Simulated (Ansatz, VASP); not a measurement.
# One calculation of W, two programs

```xyz
1
Lattice="-1.5823 1.5823 1.5823 1.5823 -1.5823 1.5823 1.5823 1.5823 -1.5823" Properties=species:S:1:pos:R:3 pbc="T T T"
W     0.0000    0.0000    0.0000
```

Alike in both runs: task relaxation of cell and atoms; functional BLYP; k mesh 12 × 12 × 12; occupations fermi-dirac, width 0.05 eV; no spin polarisation.

```csv
,VASP,Ansatz
version,VASP 6.6.1,Ansatz 0.2.0
potentials or method,"VASP PAW PBE potentials, release 64 (W_sv), cutoff 600 eV","all-electron LAPW, scalar-relativistic"
```

```csv
,VASP,Ansatz,Ansatz less VASP
relaxed volume (Å³/atom),16.78,16.68,-0.095
relaxed cell length with the largest relative difference (Å),2.793,2.788,-0.0053
energy change over the relaxation (meV/atom),-48,-39,+9.1
```

Ansatz ran all-electron here, so the differences hold the error of VASP's frozen core and of both bases.

Caveats: the PAW data sets were made with another functional, which shifts forces and pressure a little (VASP). Zero-point motion and thermal expansion aren't in these numbers. The runs have no spin-orbit coupling, so splittings on W are missing.
